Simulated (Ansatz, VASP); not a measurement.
**One calculation of Pb, two programs**

Contents of INCAR:

```
SYSTEM = Pb
PREC = Accurate
ENCUT = 520
EDIFF = 1E-6
ISMEAR = -1
SIGMA = 0.1
LREAL = .FALSE.
LASPH = .TRUE.
NELM = 100
ALGO = Normal
ISIF = 2
LWAVE = .FALSE.
LCHARG = .FALSE.
GGA = RP
NBANDS = 21
```

KPOINTS

```
regular mesh
0
G
  9 9 9
  0 0 0
```

Contents of POSCAR:

```
Pb
1.0
    0.0000000000      3.7229869543      3.7229869543
    3.7229869543      0.0000000000      3.7229869543
    3.7229869543      3.7229869543      0.0000000000
Pb
2
Direct
    0.1250000000      0.1250000000      0.1250000000
    0.8750000000      0.8750000000      0.8750000000
```

Input for Ansatz:

```yaml
crystal:
  lattice:
    - [0.0, 3.7229869543, 3.7229869543]
    - [3.7229869543, 0.0, 3.7229869543]
    - [3.7229869543, 3.7229869543, 0.0]
  atoms:
    - { symbol: Pb, position: [0.125, 0.125, 0.125] }
    - { symbol: Pb, position: [0.875, 0.875, 0.875] }
hamiltonian:
  xc: rpbe
  pseudopotentials:
    kind: paw
    azcp:
      Pb: "pseudopotentials/Pb.paw.azcp"
basis:
  ecutwfc: 420
  fft_grid_basis: typed
kpoints:
  mp_grid: { grid: [9, 9, 9], shift: [0, 0, 0] }
magnetization:
  spin_polarized: false
scf:
  occupations: { method: fermi_dirac, width: 0.1 }
  lower_state_search: "off"
output:
  stress: true
```

Alike in both runs: task single point; functional RPBE; k mesh 9 × 9 × 9; occupations fermi-dirac, width 0.1 eV; no spin polarisation.

```csv
,VASP,Ansatz
version,VASP 6.6.1,Ansatz 0.2.0
potentials or method,"VASP PAW PBE potentials, release 64 (Pb_d)","plane waves (420 eV) with PAW, scalar-relativistic"
plane-wave cutoff (eV),520,420
valence electrons in the cell,28,28
```

|  | VASP | Ansatz | Ansatz less VASP |
| --- | --- | --- | --- |
| pressure (GPa) | -1.9 | -1.9 | +0.03 |

Caveats: the PAW data sets were made with another functional, which shifts forces and pressure a little (VASP). Spin-orbit coupling is left out, which matters for the levels of Pb.
